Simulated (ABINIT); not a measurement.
Runs of ABINIT 10.8.3 (patched build) on CuI (Marshite). The structure is cubic, space group F-43m (No. 216). The conventional cell has a = 6.063 Å, b = 6.063 Å, c = 6.063 Å, α = 90.00°, β = 90.00°, γ = 90.00°. I (site symmetry -43m) is surrounded by 4 Cu at 2.63 Å. Cu (site symmetry -43m) is surrounded by 4 I at 2.63 Å. 

```csv
potentials or basis,cutoff (eV),fine-grid cutoff,gap on the mesh (eV),pressure (GPa)
JTH PAW PBE v2.0,844,1442.2 eV,1.58,(a)
PseudoDojo NC SR PBE v0.4.1 standard,1497,-,1.41,-1.2
"Ansatz PAW PBE default generated set, frozen core",490,979.61 eV,(b),-0.9
SG15 NC PBE v1.2,1306,-,1.62,(c)
```

Alike in all rows: task single point; level r2SCAN; no spin polarisation; cell as given; k mesh 8 × 8 × 8; smearing fermi-dirac 0.05 eV.

Estimate the missing entries.

(a) -0.5; (b) 1.61; (c) -0.4.

Caveats: spin-orbit coupling is left out, which moves the levels of the heavy elements; the PAW data sets were made with another functional, which shifts forces and pressure a little (some runs); the potentials were made for another functional, which shifts forces and pressure (some runs); a meta-GGA on potentials with a model core is unreliable (some runs); the atomic spheres overlap (some runs).

A k mesh can miss the band edges, and the runs leave out spin-orbit coupling on I.

The runs don't all hold the same shells in valence.
